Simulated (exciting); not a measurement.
# LiCl (Fm-3m) in exciting: further runs

One crystal, LiCl, is run at these levels: PBE; tasks: single point.

All numbers are computed with exciting (release sodium); they aren't measurements. Logs are shortened: lines on timing, memory, paths and dates and some standing lists are left out, and cuts for length are marked.

### Step 1. The structure

Symmetry: Fm-3m, No. 225, cubic system. The conventional cell has a = 5.130 Å, b = 5.130 Å, c = 5.130 Å, α = 90.00°, β = 90.00°, γ = 90.00°. Around Cl (site symmetry m-3m) lie 6 Li at 2.56 Å. Li (site symmetry m-3m) has 6 Cl at 2.56 Å as nearest neighbours.

### Step 2. Single point, PBE

Contents of input.xml:

```xml
<input>
  <title>LiCl</title>
  <structure speciespath="./" tshift="false">
    <crystal scale="1">
      <basevect>0.000000000000 4.846712872656 4.846712872656</basevect>
      <basevect>4.846712872656 0.000000000000 4.846712872656</basevect>
      <basevect>4.846712872656 4.846712872656 0.000000000000</basevect>
    </crystal>
    <species speciesfile="Cl.xml" rmt="1.9">
      <atom coord="0.500000000000 0.500000000000 0.500000000000"/>
    </species>
    <species speciesfile="Li.xml" rmt="1.7">
      <atom coord="0.000000000000 0.000000000000 0.000000000000"/>
    </species>
  </structure>
  <groundstate do="fromscratch" ngridk="9 9 9" rgkmax="7" gmaxvr="14" lmaxapw="10" lmaxmat="10" lmaxvr="8" xctype="GGA_PBE" stype="Gaussian" swidth="0.00040424" nempty="10" ValenceRelativity="zora" epsengy="1e-05" epspot="1e-05" maxscl="60" tforce="true" outputlevel="normal"/>
  <properties>
    <chargedensityplot>
      <plot3d>
        <box grid="19 19 19">
          <origin coord="0 0 0"/>
          <point coord="1 0 0"/>
          <point coord="0 1 0"/>
          <point coord="0 0 1"/>
        </box>
      </plot3d>
    </chargedensityplot>
    <elfplot>
      <plot3d>
        <box grid="19 19 19">
          <origin coord="0 0 0"/>
          <point coord="1 0 0"/>
          <point coord="0 1 0"/>
          <point coord="0 0 1"/>
        </box>
      </plot3d>
    </elfplot>
    <exccplot>
      <plot3d>
        <box grid="19 19 19">
          <origin coord="0 0 0"/>
          <point coord="1 0 0"/>
          <point coord="0 1 0"/>
          <point coord="0 0 1"/>
        </box>
      </plot3d>
    </exccplot>
  </properties>
</input>
```

Potentials or basis: all-electron LAPW+lo, shipped species files, valence relativity zora.

Started as:

```console
OMP_NUM_THREADS=1 exciting_smp
```

INFO.OUT:

```text
================================================================================
EXCITING SODIUM started
[... 10 lines left out ...]

 Lattice vectors (cartesian) :
      0.0000000000      4.8467128727      4.8467128727
      4.8467128727      0.0000000000      4.8467128727
      4.8467128727      4.8467128727      0.0000000000

 Reciprocal lattice vectors (cartesian) :
     -0.6481903790      0.6481903790      0.6481903790
      0.6481903790     -0.6481903790      0.6481903790
      0.6481903790      0.6481903790     -0.6481903790

 Unit cell volume                           :     227.7046356428
 Brillouin zone volume                      :       1.0893507405

 Species :    1 (Cl)
     parameters loaded from                 :    Cl.xml
     name                                   :    chlorine
     nuclear charge                         :     -17.00000000
     electronic charge                      :      17.00000000
     atomic mass                            :   64626.31859000
     muffin-tin radius                      :       1.90000000
     # of radial points in muffin-tin       :     300

     atomic positions (lattice) :
       1 :   0.50000000  0.50000000  0.50000000

 Species :    2 (Li)
     parameters loaded from                 :    Li.xml
     name                                   :    lithium
     nuclear charge                         :      -3.00000000
     electronic charge                      :       3.00000000
     atomic mass                            :   12652.66897000
     muffin-tin radius                      :       1.70000000
     # of radial points in muffin-tin       :     250

     atomic positions (lattice) :
       1 :   0.00000000  0.00000000  0.00000000

 Total number of atoms per unit cell        :       2

 Spin treatment                             :    spin-unpolarised

 Number of Bravais lattice symmetries       :      48
 Number of crystal symmetries               :      48

 k-point grid                               :       9    9    9
 Total number of k-points                   :      35
 k-point set is reduced with crystal symmetries

 R^MT_min * |G+k|_max (rgkmax)              :       7.00000000
 Species with R^MT_min                      :       2 (Li)
 Maximum |G+k| for APW functions            :       4.11764706
 Maximum |G| for potential and density      :      14.00000000

 G-vector grid sizes                        :      32    32    32
 Total number of G-vectors                  :   10489

 Maximum angular momentum used for
     APW functions                          :      10
     computing H and O matrix elements      :      10
     potential and density                  :       8
     inner part of muffin-tin               :       2

 Total nuclear charge                       :     -20.00000000
 Total electronic charge                    :      20.00000000
 Total core charge                          :      10.00000000
 Total valence charge                       :      10.00000000

 Number of empty states                     :      10
 Total number of valence states             :      16

 Maximum Hamiltonian size                   :     289
 Maximum number of plane-waves              :     283
 Total number of local-orbitals             :       6

 Exchange-correlation type                  :      20
     Perdew-Burke-Ernzerhof, Phys. Rev. Lett. 77, 3865 (1996)
     Generalised gradient approximation (GGA)

 Smearing scheme                            :    Gaussian
 Smearing width                             :       0.00040424

 Using multisecant Broyden potential mixing
[... 16 lines left out ...]
+ SCF iteration number :    1                                                  +
++++++++++++++++++++++++++++++++++++++++++++++++++++++++++++++++++++++++++++++++
 Total energy                               :      -470.62337041
 _______________________________________________________________
 Fermi energy                               :         0.11460783
 Kinetic energy                             :       470.70895738
 Coulomb energy                             :      -911.14365222
 Exchange energy                            :       -29.44148859
 Correlation energy                         :        -0.74718698

 DOS at Fermi energy (states/Ha/cell)       :         0.00000000

 Electron charges :
     core                                   :        10.00000000
     core leakage                           :         0.00014328
     valence                                :        10.00000000
     interstitial                           :         3.08170358
     charge in muffin-tin spheres :
                  atom     1    Cl          :        14.85931110
                  atom     2    Li          :         2.05898532
     total charge in muffin-tins            :        16.91829642
     total charge                           :        20.00000000

 Estimated fundamental gap                  :         0.24115783
        valence-band maximum at    1      0.0000  0.0000  0.0000
     conduction-band minimum at    1      0.0000  0.0000  0.0000

++++++++++++++++++++++++++++++++++++++++++++++++++++++++++++++++++++++++++++++++
+ SCF iteration number :    2                                                  +
++++++++++++++++++++++++++++++++++++++++++++++++++++++++++++++++++++++++++++++++
 Total energy                               :      -469.87255149
 _______________________________________________________________
 Fermi energy                               :         0.12249355
 Kinetic energy                             :       471.07154647
 Coulomb energy                             :      -910.78999727
 Exchange energy                            :       -29.40697499
 Correlation energy                         :        -0.74712570

 DOS at Fermi energy (states/Ha/cell)       :         0.00000000

 Electron charges :
     core                                   :        10.00000000
     core leakage                           :         0.00014477
     valence                                :        10.00000000
     interstitial                           :         3.12808849
     charge in muffin-tin spheres :
                  atom     1    Cl          :        14.80874142
                  atom     2    Li          :         2.06317009
     total charge in muffin-tins            :        16.87191151
     total charge                           :        20.00000000
[... 472 lines left out ...]
++++++++++++++++++++++++++++++++++++++++++++++++++++++++++++++++++++++++++++++++
+ SCF iteration number :   17                                                  +
++++++++++++++++++++++++++++++++++++++++++++++++++++++++++++++++++++++++++++++++
 Total energy                               :      -469.15722673
 _______________________________________________________________
 Fermi energy                               :         0.13492145
 Kinetic energy                             :       471.40531764
 Coulomb energy                             :      -910.44235402
 Exchange energy                            :       -29.37326737
 Correlation energy                         :        -0.74692298

 DOS at Fermi energy (states/Ha/cell)       :         0.00000000

 Electron charges :
     core                                   :        10.00000000
     core leakage                           :         0.00014480
     valence                                :        10.00000000
     interstitial                           :         3.17662995
     charge in muffin-tin spheres :
                  atom     1    Cl          :        14.75519649
                  atom     2    Li          :         2.06817357
     total charge in muffin-tins            :        16.82337005
     total charge                           :        20.00000000

 Estimated fundamental gap                  :         0.23303366
        valence-band maximum at    1      0.0000  0.0000  0.0000
     conduction-band minimum at    1      0.0000  0.0000  0.0000

 RMS change in effective potential (target) :  0.293838E-07  ( 0.100000E-04)
 Absolute change in total energy   (target) :  0.382313E-06  ( 0.100000E-04)
 Charge distance                   (target) :  0.324292E-08  ( 0.100000E-04)
 Abs. change in max-nonIBS-force   (target) :   0.00000      ( 0.500000E-04)

++++++++++++++++++++++++++++++++++++++++++++++++++++++++++++++++++++++++++++++++
| Convergency criteria checked for the last 2 iterations                       +
| Convergence targets achieved. Performing final SCF iteration                 +
++++++++++++++++++++++++++++++++++++++++++++++++++++++++++++++++++++++++++++++++
 Total energy                               :      -469.15722657
 _______________________________________________________________
 Fermi energy                               :         0.13492145
 Kinetic energy                             :       471.40531773
 Coulomb energy                             :      -910.44235396
 Exchange energy                            :       -29.37326736
 Correlation energy                         :        -0.74692298

 DOS at Fermi energy (states/Ha/cell)       :         0.00000000

 Electron charges :
     core                                   :        10.00000000
     core leakage                           :         0.00014480
     valence                                :        10.00000000
     interstitial                           :         3.17662996
     charge in muffin-tin spheres :
                  atom     1    Cl          :        14.75519647
                  atom     2    Li          :         2.06817357
     total charge in muffin-tins            :        16.82337004
     total charge                           :        20.00000000

 Estimated fundamental gap                  :         0.23303366
        valence-band maximum at    1      0.0000  0.0000  0.0000
     conduction-band minimum at    1      0.0000  0.0000  0.0000

++++++++++++++++++++++++++++++++++++++++++++++++++++++++++++++++++++++++++++++++
+ Self-consistent loop stopped                                                 +
++++++++++++++++++++++++++++++++++++++++++++++++++++++++++++++++++++++++++++++++
 STATE.OUT is written

--------------------------------------------------------------------------------
- Writing atomic positions and forces                                          -
--------------------------------------------------------------------------------

 Atomic positions (lattice) :
 atom     1  Cl  :     0.50000000    0.50000000    0.50000000
 atom     2  Li  :     0.00000000    0.00000000    0.00000000

 Total atomic forces including IBS (cartesian) :
 atom     1  Cl  :     0.00000000    0.00000000    0.00000000
 atom     2  Li  :     0.00000000    0.00000000   -0.00000000

 Atomic force components including IBS (cartesian) :
 atom     1  Cl  :    -0.00000000   -0.00000000   -0.00000000   HF force
                 :     0.00000000   -0.00000000    0.00000000   core correction
                 :    -0.00000000   -0.00000000   -0.00000000   IBS correction
 atom     2  Li  :     0.00000000    0.00000000    0.00000000   HF force
                 :    -0.00000000    0.00000000   -0.00000000   core correction
                 :     0.00000000    0.00000000    0.00000000   IBS correction

********************************************************************************
[... 7 lines left out ...]
| EXCITING SODIUM stopped                                                      =
================================================================================
```

Wall time 73 s (1 thread of Arm Neoverse V1, shared host); peak memory 0.13 GiB.

Results:

- Free energy: -12766.4185 eV
- Band gap on the k mesh: 6.34 eV, direct
- All electrons inside the program's atomic spheres: Cl 14.76; Li 2.07 (radii Cl 1.9, Li 1.7 bohr)

Caveat: an odd mesh through Γ misses points on the zone boundary, where band edges often lie.

### Step 3. Single point, PBE

Contents of input.xml:

```xml
<input>
  <title>LiCl</title>
  <structure speciespath="./" tshift="false">
    <crystal scale="1">
      <basevect>0.000000000000 4.846712872656 4.846712872656</basevect>
      <basevect>4.846712872656 0.000000000000 4.846712872656</basevect>
      <basevect>4.846712872656 4.846712872656 0.000000000000</basevect>
    </crystal>
    <species speciesfile="Cl.xml" rmt="1.9">
      <atom coord="0.500000000000 0.500000000000 0.500000000000"/>
    </species>
    <species speciesfile="Li.xml" rmt="1.7">
      <atom coord="0.000000000000 0.000000000000 0.000000000000"/>
    </species>
  </structure>
  <groundstate do="fromscratch" ngridk="9 9 9" rgkmax="7" gmaxvr="14" lmaxapw="10" lmaxmat="10" lmaxvr="8" xctype="GGA_PBE" stype="Gaussian" swidth="0.00044099" nempty="10" ValenceRelativity="zora" epsengy="1e-05" epspot="1e-05" maxscl="60" tforce="true" outputlevel="low"/>
</input>
```

Potentials or basis: all-electron LAPW+lo, shipped species files, valence relativity zora.

Started as:

```console
OMP_NUM_THREADS=1 exciting_smp
```

INFO.OUT:

```text
================================================================================
EXCITING SODIUM started
[... 10 lines left out ...]

 Lattice vectors (cartesian) :
      0.0000000000      4.8467128727      4.8467128727
      4.8467128727      0.0000000000      4.8467128727
      4.8467128727      4.8467128727      0.0000000000

 Reciprocal lattice vectors (cartesian) :
     -0.6481903790      0.6481903790      0.6481903790
      0.6481903790     -0.6481903790      0.6481903790
      0.6481903790      0.6481903790     -0.6481903790

 Unit cell volume                           :     227.7046356428
 Brillouin zone volume                      :       1.0893507405

 Species :    1 (Cl)
     parameters loaded from                 :    Cl.xml
     name                                   :    chlorine

     atomic positions (lattice) :
       1 :   0.50000000  0.50000000  0.50000000

 Species :    2 (Li)
     parameters loaded from                 :    Li.xml
     name                                   :    lithium

     atomic positions (lattice) :
       1 :   0.00000000  0.00000000  0.00000000

 Total number of atoms per unit cell        :       2

 Spin treatment                             :    spin-unpolarised

 Number of Bravais lattice symmetries       :      48
 Number of crystal symmetries               :      48

 k-point grid                               :       9    9    9
 Total number of k-points                   :      35
 k-point set is reduced with crystal symmetries

 R^MT_min * |G+k|_max (rgkmax)              :       7.00000000

 G-vector grid sizes                        :      32    32    32
 Total number of G-vectors                  :   10489

 Total nuclear charge                       :     -20.00000000
 Total electronic charge                    :      20.00000000

 Number of empty states                     :      10
 Total number of valence states             :      16

 Exchange-correlation type                  :      20
     Perdew-Burke-Ernzerhof, Phys. Rev. Lett. 77, 3865 (1996)
     Generalised gradient approximation (GGA)

 Smearing scheme                            :    Gaussian
 Smearing width                             :       0.00044099

++++++++++++++++++++++++++++++++++++++++++++++++++++++++++++++++++++++++++++++++
+ Ending initialization                                                        +
++++++++++++++++++++++++++++++++++++++++++++++++++++++++++++++++++++++++++++++++

********************************************************************************
* Groundstate module started                                                   *
********************************************************************************
 Output level for this task is set to low

++++++++++++++++++++++++++++++++++++++++++++++++++++++++++++++++++++++++++++++++
[... 5 lines left out ...]
+ SCF iteration number :    1                                                  +
++++++++++++++++++++++++++++++++++++++++++++++++++++++++++++++++++++++++++++++++
 Total energy                               :      -470.62337041
 _______________________________________________________________
 Fermi energy                               :         0.11460783
 DOS at Fermi energy (states/Ha/cell)       :         0.00000000
 Electron charge: Core leakage              :         0.00014328
[... 288 lines left out ...]
 RMS change in effective potential (target) :  0.293838E-07  ( 0.100000E-04)
 Absolute change in total energy   (target) :  0.382313E-06  ( 0.100000E-04)
 Charge distance                   (target) :  0.324292E-08  ( 0.100000E-04)
 Abs. change in max-nonIBS-force   (target) :   0.00000      ( 0.500000E-04)

++++++++++++++++++++++++++++++++++++++++++++++++++++++++++++++++++++++++++++++++
| Convergency criteria checked for the last 2 iterations                       +
| Convergence targets achieved. Performing final SCF iteration                 +
++++++++++++++++++++++++++++++++++++++++++++++++++++++++++++++++++++++++++++++++
 Total energy                               :      -469.15722657
 _______________________________________________________________
 Fermi energy                               :         0.13492145
 DOS at Fermi energy (states/Ha/cell)       :         0.00000000
 Electron charge: Core leakage              :         0.00014480

 Estimated fundamental gap                  :         0.23303366
        valence-band maximum at    1      0.0000  0.0000  0.0000
     conduction-band minimum at    1      0.0000  0.0000  0.0000

++++++++++++++++++++++++++++++++++++++++++++++++++++++++++++++++++++++++++++++++
+ Self-consistent loop stopped                                                 +
++++++++++++++++++++++++++++++++++++++++++++++++++++++++++++++++++++++++++++++++
 STATE.OUT is written

--------------------------------------------------------------------------------
- Writing atomic positions and forces                                          -
--------------------------------------------------------------------------------

 Atomic positions (lattice) :
 atom     1  Cl  :     0.50000000    0.50000000    0.50000000
 atom     2  Li  :     0.00000000    0.00000000    0.00000000

 Total atomic forces including IBS (cartesian) :
 atom     1  Cl  :     0.00000000    0.00000000    0.00000000
 atom     2  Li  :     0.00000000    0.00000000   -0.00000000

 Atomic force components including IBS (cartesian) :
 atom     1  Cl  :    -0.00000000   -0.00000000   -0.00000000   HF force
                 :     0.00000000   -0.00000000    0.00000000   core correction
                 :    -0.00000000   -0.00000000   -0.00000000   IBS correction
 atom     2  Li  :     0.00000000    0.00000000    0.00000000   HF force
                 :    -0.00000000    0.00000000   -0.00000000   core correction
                 :     0.00000000    0.00000000    0.00000000   IBS correction

********************************************************************************
[... 7 lines left out ...]
| EXCITING SODIUM stopped                                                      =
================================================================================
```

Run time: 61 s. Hardware: 1 thread of Arm Neoverse V1, shared host; peak memory 0.13 GiB.

Results:

| Item | Value |
| --- | --- |
| Free energy | -12766.4185 eV |
| Band gap on the k mesh | 6.34 eV, direct |

Levels at points of the mesh, in eV from the valence-band top:
| k point | band 1 | band 2 | band 3 | band 4 | band 5 | band 6 | band 7 | band 8 | band 9 | band 10 |
| --- | --- | --- | --- | --- | --- | --- | --- | --- | --- | --- |
| (0.00, 0.00, 0.00) | -43.49 | -13.40 | 0.00 | 0.00 | 0.00 | 6.34 | 11.81 | 11.81 | 11.81 | 14.35 |

Caveat: an odd mesh through Γ misses points on the zone boundary, where band edges often lie.
